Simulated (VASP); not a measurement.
The system is ZrC.

```xyz
2
Lattice="0.0000 2.3650 2.3650 2.3650 0.0000 2.3650 2.3650 2.3650 0.0000" Properties=species:S:1:pos:R:3 pbc="T T T"
Zr    2.3650    2.3650    2.3650
C     0.0000    0.0000    0.0000
```

```yaml
Program: VASP 6.6.1
Task: relaxation of cell and atoms
Functional: LDA
Potentials_or_basis: VASP PAW LDA potentials, release 64 (Zr_sv, C)
Cutoff: 600 eV
k_mesh: 8 × 8 × 8
Occupations: fermi-dirac, width 0.05 eV
Spin: no spin polarisation
```

At the start: pressure -12.0 GPa; volume 13.23 Å³/atom.

**Question.** How do energy, volume and symmetry change on relaxing?

**Answer.** Over 4 steps the energy falls by 27.5 meV/atom and the volume is 12.53 Å³/atom (-5.3 %); space group Fm-3m (No. 225, to 0.05 Å).

The path:
```csv
step,energy change (eV),largest force (eV/Å),pressure (GPa),volume (Å³)
1,0.0000,0.0000,-12.02,26.46
2,0.1211,0.0000,27.50,22.83
3,-0.0550,0.0000,-0.38,25.09
4,-0.0551,0.0000,-0.02,25.06
```

Final structure:
```yaml
crystal:
  lattice:
    - [0.00000, 2.32256, 2.32256]
    - [2.32256, 0.00000, 2.32256]
    - [2.32256, 2.32256, 0.00000]
  atoms:
    - { symbol: Zr, position: [0.50000, 0.50000, 0.50000] }
    - { symbol: C, position: [0.00000, 0.00000, 0.00000] }
```
